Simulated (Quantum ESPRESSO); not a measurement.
# Ce (Im-3m) in Quantum ESPRESSO: reference runs, part 2 of 2

Quantum ESPRESSO 7.5. The steps go on from the part before.

### Step 3. Single point, PBEsol, collinear spin, ferromagnetic start (cell strained at random at fixed volume)

pw.in reads:

```
&CONTROL
  calculation = 'scf'
  prefix = 'pwscf'
  outdir = './tmp'
  pseudo_dir = './pseudo'
  tprnfor = .true.
  tstress = .true.
  disk_io = 'nowf'
/
&SYSTEM
  ibrav = 0
  nat = 1
  ntyp = 1
  ecutwfc = 55
  ecutrho = 440
  nbnd = 15
  input_dft = 'pbesol'
  occupations = 'smearing'
  smearing = 'fd'
  degauss = 0.00367493
  nspin = 2
  starting_magnetization(1) = 0.0833
/
&ELECTRONS
  conv_thr = 2d-10
  electron_maxstep = 120
  mixing_beta = 0.3
/
ATOMIC_SPECIES
Ce   140.1160 Ce.paw.z_12.atompaw.wentzcovitch.v1.2.upf
CELL_PARAMETERS angstrom
  -1.9296470000    1.9883760000    1.9475300000
   1.9108650000   -2.0059820000    1.9463540000
   1.8961630000    1.9724980000   -1.9651360000
ATOMIC_POSITIONS crystal
Ce     0.0126930000    0.0156000000    0.0002380000
K_POINTS automatic
10 10 10 0 0 0
```

Potentials or basis: SSSP 1.3 efficiency PBE.

Launch:

```sh
$ OMP_NUM_THREADS=1 mpirun -n 2 pw.x -nk 2 -in pw.in > pw.out
```

pw.out:

```text
This program is part of the open-source Quantum ESPRESSO suite
     for quantum simulation of materials; please cite
         "P. Giannozzi et al., J. Phys.:Condens. Matter 21 395502 (2009);
         "P. Giannozzi et al., J. Phys.:Condens. Matter 29 465901 (2017);
         "P. Giannozzi et al., J. Chem. Phys. 152 154105 (2020);
     in publications or presentations arising from this work. More details at

     file Ce.paw.z_12.atompaw.wentzcovitch.v1.2.upf: wavefunction(s)  6S 0P 5D 0D 4F 0F renormalized

     IMPORTANT: XC functional enforced from input :
     Exchange-correlation= PBESOL
                           (   1   4  10   8   0   0   0)
     Any further DFT definition will be discarded
     Please, verify this is what you really want

     K-points division:     npool     =       2
     Subspace diagonalization in iterative solution of the eigenvalue problem:
     a serial algorithm will be used

     G-vector sticks info
     --------------------
     sticks:   dense  smooth     PW     G-vecs:    dense   smooth      PW
     Sum        1347     677    249                30847    10893    2361

     Using Slab Decomposition

     bravais-lattice index     =            0
     lattice parameter (alat)  =       6.4000  a.u.
     unit-cell volume          =     198.0958 (a.u.)^3
     number of atoms/cell      =            1
     number of atomic types    =            1
     number of electrons       =        12.00
     number of Kohn-Sham states=           15
     kinetic-energy cutoff     =      55.0000  Ry
     charge density cutoff     =     440.0000  Ry
     scf convergence threshold =      2.0E-10
     mixing beta               =       0.3000
     number of iterations used =            8  plain     mixing
     Exchange-correlation= PBESOL
                           (   1   4  10   8   0   0   0)

     celldm(1)=   6.400023  celldm(2)=   0.000000  celldm(3)=   0.000000
     celldm(4)=   0.000000  celldm(5)=   0.000000  celldm(6)=   0.000000

     crystal axes: (cart. coord. in units of alat)
               a(1) = (  -0.569764   0.587105   0.575045 )
               a(2) = (   0.564219  -0.592304   0.574697 )
               a(3) = (   0.559878   0.582417  -0.580243 )

     reciprocal axes: (cart. coord. in units 2 pi/alat)
               b(1) = (  0.011866  0.859034  0.873702 )
               b(2) = (  0.894017  0.011443  0.874124 )
               b(3) = (  0.897232  0.862672  0.008228 )

     PseudoPot. # 1 for Ce read from file:
     Ce.paw.z_12.atompaw.wentzcovitch.v1.2.upf
     Pseudo is Projector augmented-wave + core cor, Zval = 12.0
     Generated using ATOMPAW code
     Shape of augmentation charge: BESSEL
     Using radial grid of 1102 points,  8 beta functions with:
                l(1) =   0
                l(2) =   0
                l(3) =   1
                l(4) =   1
                l(5) =   2
                l(6) =   2
                l(7) =   3
                l(8) =   3
     Q(r) pseudized with 0 coefficients

     atomic species   valence    mass     pseudopotential
     Ce               12.00   140.11600     Ce( 1.00)

     Starting magnetic structure
     atomic species   magnetization
     Ce              0.083

     No symmetry found

   Cartesian axes

     site n.     atom                  positions (alat units)
         1        Ce     tau(   1) = (   0.0017030  -0.0016492   0.0161262  )

     number of k points=   504  Fermi-Dirac smearing, width (Ry)=  0.0037

     Number of k-points >= 100: set verbosity='high' to print them.

     Dense  grid:    30847 G-vectors     FFT dimensions: (  45,  45,  45)

     Smooth grid:    10893 G-vectors     FFT dimensions: (  32,  32,  32)

     Generating pointlists ...
     new r_m :   0.4052 (alat units)  2.5931 (a.u.) for type    1

     Initial potential from superposition of free atoms

     starting charge      11.9930, renormalised to      12.0000
     Starting wfcs are   32 randomized atomic wfcs
     Checking if some PAW data can be deallocated...

     Self-consistent Calculation

     iteration #  1     ecut=    55.00 Ry     beta= 0.30
     Davidson diagonalization with overlap
     ethr =  1.00E-02,  avg # of iterations =  6.1

     total energy              =    -439.35781362 Ry
     estimated scf accuracy    <       4.27663286 Ry

     total magnetization       =     0.00 Bohr mag/cell
     absolute magnetization    =     0.35 Bohr mag/cell

     iteration #  2     ecut=    55.00 Ry     beta= 0.30
     Davidson diagonalization with overlap
     ethr =  1.00E-02,  avg # of iterations =  2.3

     total energy              =    -450.90295850 Ry
     estimated scf accuracy    <       2.07212393 Ry

     total magnetization       =     0.21 Bohr mag/cell
     absolute magnetization    =     0.34 Bohr mag/cell

     iteration #  3     ecut=    55.00 Ry     beta= 0.30
     Davidson diagonalization with overlap
     ethr =  1.00E-02,  avg # of iterations =  1.1

     total energy              =    -464.36565301 Ry
     estimated scf accuracy    <       1.29044122 Ry

     total magnetization       =     0.18 Bohr mag/cell
     absolute magnetization    =     0.36 Bohr mag/cell
[... 313 lines left out ...]
     iteration # 31     ecut=    55.00 Ry     beta= 0.30
     Davidson diagonalization with overlap
     ethr =  1.79E-05,  avg # of iterations =  1.0

     total energy              =    -475.37123251 Ry
     estimated scf accuracy    <       0.02737694 Ry

     total magnetization       =     0.62 Bohr mag/cell
     absolute magnetization    =     0.63 Bohr mag/cell

     iteration # 32     ecut=    55.00 Ry     beta= 0.30
     Davidson diagonalization with overlap
     ethr =  1.79E-05,  avg # of iterations =  2.9

     total energy              =    -475.37592152 Ry
     estimated scf accuracy    <       0.00025558 Ry

     total magnetization       =     0.73 Bohr mag/cell
     absolute magnetization    =     0.73 Bohr mag/cell

     iteration # 33     ecut=    55.00 Ry     beta= 0.30
     Davidson diagonalization with overlap
     c_bands:  1 eigenvalues not converged
     ethr =  2.13E-06,  avg # of iterations =  3.9

     total energy              =    -475.37681216 Ry
     estimated scf accuracy    <       0.00018790 Ry

     total magnetization       =     0.72 Bohr mag/cell
     absolute magnetization    =     0.72 Bohr mag/cell

     iteration # 34     ecut=    55.00 Ry     beta= 0.30
     Davidson diagonalization with overlap
     ethr =  1.57E-06,  avg # of iterations =  2.1

     total energy              =    -475.37712984 Ry
     estimated scf accuracy    <       0.00126531 Ry

     total magnetization       =     0.67 Bohr mag/cell
     absolute magnetization    =     0.67 Bohr mag/cell

     iteration # 35     ecut=    55.00 Ry     beta= 0.30
     Davidson diagonalization with overlap
     ethr =  1.57E-06,  avg # of iterations =  1.5

     total energy              =    -475.37782200 Ry
     estimated scf accuracy    <       0.00006724 Ry

     total magnetization       =     0.70 Bohr mag/cell
     absolute magnetization    =     0.70 Bohr mag/cell

     iteration # 36     ecut=    55.00 Ry     beta= 0.30
     Davidson diagonalization with overlap
     ethr =  5.60E-07,  avg # of iterations =  2.3
[... 151 lines left out ...]
     total energy              =    -475.37863009 Ry
     estimated scf accuracy    <          5.1E-10 Ry

     total magnetization       =     0.77 Bohr mag/cell
     absolute magnetization    =     0.77 Bohr mag/cell

     iteration # 52     ecut=    55.00 Ry     beta= 0.30
     Davidson diagonalization with overlap
     ethr =  4.27E-12,  avg # of iterations =  2.6

     total energy              =    -475.37863009 Ry
     estimated scf accuracy    <          9.4E-10 Ry

     total magnetization       =     0.77 Bohr mag/cell
     absolute magnetization    =     0.77 Bohr mag/cell

     iteration # 53     ecut=    55.00 Ry     beta= 0.30
     Davidson diagonalization with overlap
     ethr =  4.27E-12,  avg # of iterations =  1.1

     Magnetic moment per site  (integrated on atomic sphere of radius R)
     atom   1 (R=0.405)  charge= 10.0286  magn=  0.6337

     End of self-consistent calculation

     Number of k-points >= 100: set verbosity='high' to print the bands.

     the Fermi energy is    14.0742 ev

!    total energy              =    -475.37863009 Ry
     total all-electron energy =      -475.378630 Ry
     estimated scf accuracy    <          5.0E-11 Ry
     smearing contrib. (-TS)   =      -0.00323750 Ry
     internal energy E=F+TS    =    -475.37539259 Ry

     The total energy is F=E-TS. E is the sum of the following terms:
     one-electron contribution =      -1.07182128 Ry
     hartree contribution      =       9.05587798 Ry
     xc contribution           =     -13.70533284 Ry
     ewald contribution        =     -71.34654468 Ry
     one-center paw contrib.   =    -398.30757177 Ry

     total magnetization       =     0.77 Bohr mag/cell
     absolute magnetization    =     0.77 Bohr mag/cell

     convergence has been achieved in  53 iterations

     Forces acting on atoms (cartesian axes, Ry/au):

     atom    1 type  1   force =     0.00000000    0.00000000    0.00000000

     Total force =     0.000000     Total SCF correction =     0.000001

     Computing stress (Cartesian axis) and pressure

          total   stress  (Ry/bohr**3)                   (kbar)     P=      -44.10
  -0.00043860   0.00001241   0.00000572          -64.52        1.83        0.84
   0.00001241  -0.00018028   0.00000630            1.83      -26.52        0.93
   0.00000572   0.00000630  -0.00028049            0.84        0.93      -41.26

=------------------------------------------------------------------------------=
   JOB DONE.
=------------------------------------------------------------------------------=
```

Wall time 12 min (2 MPI ranks of Arm Neoverse V1, shared host); peak memory 0.72 GiB.

What came out:

```
Free energy                                           : -6467.8558 eV
Pressure                                              : -4.4 GPa
Band gap on the k mesh                                : none (metal or under the smearing width)
Net moment                                            : 0.77 μB per cell
Absolute moment                                       : 0.77 μB per cell
Site moments                                          : Ce +0.63 μB
Valence electrons inside the program's atomic spheres : Ce 10.03
```

Stress tensor (GPa, compression positive):
```
-6.45  0.18  0.08
 0.18 -2.65  0.09
 0.08  0.09 -4.13
```

Levels at points of the mesh, in eV from the Fermi level:
Spin up:
```csv
k point,band 3,band 4,band 5,band 6,band 7,band 8,band 9,band 10
"(0.00, 0.00, 0.00)",-16.31,-16.25,-3.22,-0.06,-0.03,0.01,0.71,0.75
"(0.00, 0.00, -0.50)",-17.02,-16.37,-2.23,-0.45,0.03,0.23,0.37,0.57
"(0.00, -0.50, 0.00)",-17.03,-16.39,-2.25,-0.65,0.06,0.25,0.38,0.56
"(0.00, -0.50, -0.50)",-16.91,-16.29,-2.14,-0.24,-0.01,0.22,0.38,0.56
"(-0.50, 0.00, 0.00)",-16.95,-16.32,-2.17,-0.20,-0.01,0.21,0.37,0.57
"(-0.50, 0.00, -0.50)",-16.98,-16.36,-2.22,-0.68,0.07,0.26,0.39,0.55
"(-0.50, -0.50, 0.00)",-16.94,-16.32,-2.18,-0.51,0.03,0.26,0.38,0.55
"(-0.50, -0.50, -0.50)",-17.76,-17.65,-2.54,-2.45,0.15,0.38,0.39,0.41
```
Spin down:
```csv
k point,band 3,band 4,band 5,band 6,band 7,band 8,band 9,band 10
"(0.00, 0.00, 0.00)",-16.05,-15.98,-2.95,0.36,0.39,0.41,1.03,1.05
"(0.00, 0.00, -0.50)",-16.75,-16.11,-1.97,-0.18,0.39,0.55,0.67,1.01
"(0.00, -0.50, 0.00)",-16.77,-16.12,-2.00,-0.38,0.42,0.57,0.68,1.00
"(0.00, -0.50, -0.50)",-16.64,-16.03,-1.88,0.04,0.38,0.55,0.68,0.97
"(-0.50, 0.00, 0.00)",-16.68,-16.06,-1.91,0.07,0.38,0.53,0.67,0.98
"(-0.50, 0.00, -0.50)",-16.72,-16.10,-1.97,-0.41,0.43,0.59,0.69,0.99
"(-0.50, -0.50, 0.00)",-16.67,-16.06,-1.92,-0.23,0.40,0.59,0.68,0.98
"(-0.50, -0.50, -0.50)",-17.49,-17.38,-2.33,-2.23,0.45,0.68,0.69,0.71
```

Caveat: the potentials were made for another functional, which shifts forces and pressure; the magnetic or orbital state may not be the lowest; spin-orbit coupling is left out, which moves the levels of the heavy elements. The state reached can hang on the start; a lower one may exist.
